Put one and the same GaAs crystal into different density functionals and the calculated pressure changes by several gigapascals. Going from LDA to PBE costs about 5 GPa, and one GPa corresponds to roughly 0.025 Å in the edge of the cubic cell. No one is squeezing the crystal in these calculations. The pressure is what remains when a functional is held at a cell, close to the measured one, that isn't its own preferred size.

With $E$ the energy and $V$ the volume, the pressure is $P=-dE/dV$. A positive value means that the functional would lower its energy by expanding the crystal, a negative one that it would contract it. Two rows are left open: how large are the pressures of LDA-VWN and WC?

Zinc-blende GaAs at a fixed cubic edge of 5.6537 Å, computed with ABINIT 10.8.3 using plane-wave DFT and PAW datasets, without spin polarisation, spin–orbit coupling or dispersion correction. The plane-wave cutoff is 462.6 eV (925.2 eV for the fine grid), the k mesh 8×8×8 and the Fermi–Dirac smearing 0.05 eV. Pressure is positive in compression.

| functional | potentials | pressure (GPa) |
| --- | --- | --- |
| LDA | JTH PAW LDA v2.0 sp | -1.880 |
| PBE | JTH PAW PBE v2.0 | 3.210 |
| PBEsol | JTH PAW PBE v2.0 sp | 0.320 |
| revPBE | JTH PAW PBE v2.0 | 4.650 |
| RPBE | JTH PAW PBE v2.0 | 5.200 |
| BLYP | JTH PAW PBE v2.0 | 6.610 |
| AM05 | JTH PAW PBE v2.0 | 0.470 |
| HLE16 | JTH PAW PBE v2.0 sp | -8.980 |
| LDA-PZ | JTH PAW LDA v2.0 | -1.990 |
| LDA-VWN | JTH PAW LDA v2.0 sp | ? |
| WC | JTH PAW PBE v2.0 sp | ? |

**What sets the order**

LDA takes the exchange energy at each point from a uniform electron gas of the same density. The functionals outside the LDA family also look at how fast the density varies, measured by the reduced gradient $s$, the relative change of density over a fixed small fraction of the local electron wavelength. In PBE and its relatives, exchange is multiplied by an enhancement factor $F(s)$ that grows with $s$ and makes uneven densities more stable. Pulling atoms apart thins out the density between them and makes it more uneven, so this factor favours expansion. Gradient-corrected correlation works the other way, but in PBE exchange wins.

This argument gives the direction of the main steps in the table, though not their size. LDA, without any such reward, wants a smaller cell. PBE rewards unevenness strongly and wants a larger one. PBEsol weakens the reward, along with the opposing gradient term in correlation, and ends near zero, 2.9 GPa below PBE. The potentials change in that last step too: those marked "sp" keep the d electrons of arsenic in the core, while the others treat them as valence electrons. The two LDA rows, which also differ in this way, lie only 0.11 GPa apart, so the change is probably a small part of the step. All the gradient-corrected rows use potentials made with PBE, which is a further inconsistency, of a size not tested here, for those other than PBE.

HLE16 stands apart at about −9 GPa. It reshapes the functional so strongly that the PBE-made potentials are unfit for it, and its pressure shouldn't be read as part of this order.

**One step worked out**

PBE, revPBE and RPBE offer a clean comparison, because they share potentials and correlation and differ only in $F$. With $\mu=0.2195$, PBE uses

$$F-1=\kappa-\frac{\kappa}{1+\mu s^2/\kappa},\qquad \kappa=0.804 .$$

In revPBE $\kappa$ is raised to 1.245, while RPBE keeps 0.804 but uses $F-1=\kappa\,(1-e^{-\mu s^2/\kappa})$.

At $s=1$, a plausible size for the valence electrons of a solid, $F-1$ is 0.1724 for PBE, 0.1866 for revPBE and 0.1921 for RPBE. If the pressure follows $F$, the two steps up from PBE should stand in the ratio

$$\frac{0.1921-0.1724}{0.1866-0.1724}=\frac{0.0197}{0.0142}\approx1.39 .$$

The table gives $1.99/1.44\approx1.38$, and no constant in the estimate was adjusted to GaAs.

That exchange causes these two steps is built into the functionals. The agreement doesn't show that one value of $s$ can stand for a whole crystal. Up to about $s=1.5$, both changes to PBE grow with $s$ in nearly the same way, so their ratio comes out much the same whichever values in that range the crystal contains. BLYP, the highest row, changes correlation as well and lies outside this comparison.

**Two forecasts**

For the open rows the model is simpler: a functional should behave like its class. Two averages were fitted to four rows, one to LDA and LDA-PZ, the other to PBEsol and AM05.

LDA-VWN is another formula for the same uniform electron gas. The class average is −1.94 GPa, but I shift the forecast to the value of the LDA row, which uses the same potentials. **LDA-VWN: −1.88 ± 0.11 GPa.** The range is the difference between the two known LDA rows.

WC has weaker exchange enhancement than PBE at moderate $s$, and it is known to give lattices close to those of PBEsol. I therefore take the average of PBEsol and AM05. **WC: 0.40 ± 0.7 GPa.** The range is a judgement, kept wide for the following reason.

One could instead carry the enhancement argument from PBE over to WC. The answer then runs from about −1.0 GPa at $s=0.8$ to 1.2 GPa at $s=1.5$. WC departs from PBE with a different dependence on $s$ than revPBE does, so the choice of $s$ no longer cancels. The range above just takes in the estimate at $s=1$, which is −0.28 GPa.

The withheld rows as computed:

| functional | potentials | pressure (GPa) |
| --- | --- | --- |
| LDA-VWN | JTH PAW LDA v2.0 sp | -1.930 |
| WC | JTH PAW PBE v2.0 sp | 0.350 |

**What the computed values teach**

LDA-VWN comes out at −1.93 GPa, so the forecast was 0.05 GPa too high, within its range. The unshifted class average would have been closer. My shift assumed that the formula for the electron gas hardly matters once the potentials are the same. Yet LDA and LDA-VWN share their potentials and still differ by 0.05 GPa, about half the difference between LDA and LDA-PZ. That difference therefore needn't come from the potentials alone.

WC comes out at 0.35 GPa, and the forecast was again about 0.05 GPa too high. It lies between PBEsol and AM05, as its class suggested. The enhancement estimate at $s=1$ would have missed by about 0.6 GPa and got the sign wrong. Some value of $s$ between 1 and 1.5 would have hit the computed pressure, but the ratio worked out earlier depends too little on $s$ to tell which one to take. The range proved generous for this row, but one close hit is no reason to trust the class average to a few hundredths elsewhere.

The lesson is about how far each model reaches. Here the enhancement factor ranked PBE and its two close variants well. For WC, whose factor has a different shape, known relatives were the better guide. The printed output below gives the class fit and the enhancement estimates.

**What to do about it**

To turn a leftover pressure into a change of cell edge $a$, use $\Delta a\approx aP/(3B)$, where $B$ is the bulk modulus. With a rough, recalled $B$ of 75 GPa, PBE gives $5.65\times3.21/(3\times75)\approx0.08$ Å of expansion. LDA asks for a contraction of about 0.05 Å. These are estimates, not relaxed cells.

If you calculate strained layers or elastic constants, first relax the cell with the functional you intend to use, and count strain from that cell. Otherwise a PBE calculation at the measured edge starts from a crystal already under 3.2 GPa. If the measured edge must be kept, report the leftover pressure with the result.

Don't choose among PBEsol, AM05 and WC by which pressure is nearest zero. They lie within 0.15 GPa of each other, their potentials differ in part, and the convergence of the stress with the plane-wave cutoff has not been shown. Zero isn't even the exact target: a real crystal is slightly expanded by thermal and zero-point motion, which these calculations leave out. A perfect functional would therefore show a small negative pressure at the measured cell.

The analysis program printed:

```
fit of pressure on 4 rows ((isLDA + isWeak) > 0): coefficient of isLDA -1.935 +/- 0.066, coefficient of isWeak 0.395 +/- 0.066; rms 0.0658, worst AM05 -0.075, leave-one-out rms 0.132
  rows outside the fit (model, value, miss): PBE 0, 3.21, -3.21; revPBE 0, 4.65, -4.65; RPBE 0, 5.2, -5.2; BLYP 0, 6.61, -6.61; HLE16 0, -8.98, 8.98; LDA-VWN -1.935, -1.93, -0.005; WC 0.395, 0.35, 0.045
LDA against LDA-PZ, difference in GPa: 0.11
AM05 less PBEsol, GPa: 0.15
PBE less PBEsol, GPa: 2.89
PBE less LDA, GPa: 5.09
revPBE less PBE, GPa: 1.44
RPBE less PBE, GPa: 1.99
BLYP less RPBE, GPa: 1.41
Ratio of the RPBE step to the revPBE step, computed: 1.382
Same ratio from the exchange enhancement at s 0.8: 1.399
Same ratio from the exchange enhancement at s 1.0: 1.387
Same ratio from the exchange enhancement at s 1.5: 1.323
Rival estimate for WC from the enhancement at s 0.8, GPa: -0.9534
Rival estimate for WC from the enhancement at s 1.0, GPa: -0.2803
Rival estimate for WC from the enhancement at s 1.5, GPa: 1.185
Rough change of cube edge that PBE asks for, A: 0.08061
Rough change of cube edge that LDA asks for, A: -0.04721
Forecast LDA-VWN, GPa (range plus or minus the LDA against LDA-PZ difference): -1.88
Forecast WC, GPa (range plus or minus 0.7): 0.395
Miss LDA-VWN, forecast less computed, GPa: 0.05
Miss WC, forecast less computed, GPa: 0.045
```
